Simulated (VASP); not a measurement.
Wanted: the native input for a VASP 6.6.1 run.

```
Task                   : single point
Functional             : PBE
Potentials or basis    : VASP PAW PBE potentials, release 64 (Li_sv)
Cutoff                 : 520 eV
k mesh                 : 7 × 7 × 7
Occupations            : fermi-dirac, width 0.02 eV
Spin                   : no spin polarisation
Dipole correction      : no
Further INCAR settings : ALGO = Normal; EDIFF = 1e-06; NBANDS = 8
```

The structure of Li lies in POSCAR:

```
Li
1.0
   -1.7546500000      1.7546500000      1.7546500000
    1.7546500000     -1.7546500000      1.7546500000
    1.7546500000      1.7546500000     -1.7546500000
Li
1
Direct
    0.0000000000      0.0000000000      0.0000000000
```

One way to write it, as run:

INCAR

```
SYSTEM = Li
  ALGO = Normal
  EDIFF = 1E-6
  ENCUT = 520
  GGA = PE
  ISIF = 2
  ISMEAR = -1
  LASPH = .TRUE.
  LCHARG = .FALSE.
  LREAL = .FALSE.
  LWAVE = .FALSE.
  NBANDS = 8
  NELM = 100
  PREC = Accurate
  SIGMA = 0.02
```

KPOINTS

```
k-points
0
G
  7 7 7
  0 0 0
```

Potentials or basis: VASP PAW PBE potentials, release 64 (Li_sv).

Command:

```bash
$ cat potpaw_PBE.64/Li_sv/POTCAR > POTCAR
$ mpirun -np 1 vasp_std > vasp.out
```

Results of the run:

| Quantity | Value |
| --- | --- |
| Band gap on the k mesh | none (metal or under the smearing width) |

Caveat: the k mesh is coarse (spacing up to 0.36 Å⁻¹), so the values aren't converged.

It took 2.4 s on 1 thread of Intel(R) Xeon(R) Platinum 8559C (Emerald Rapids), with other jobs on the host, peak memory 0.12 GiB.
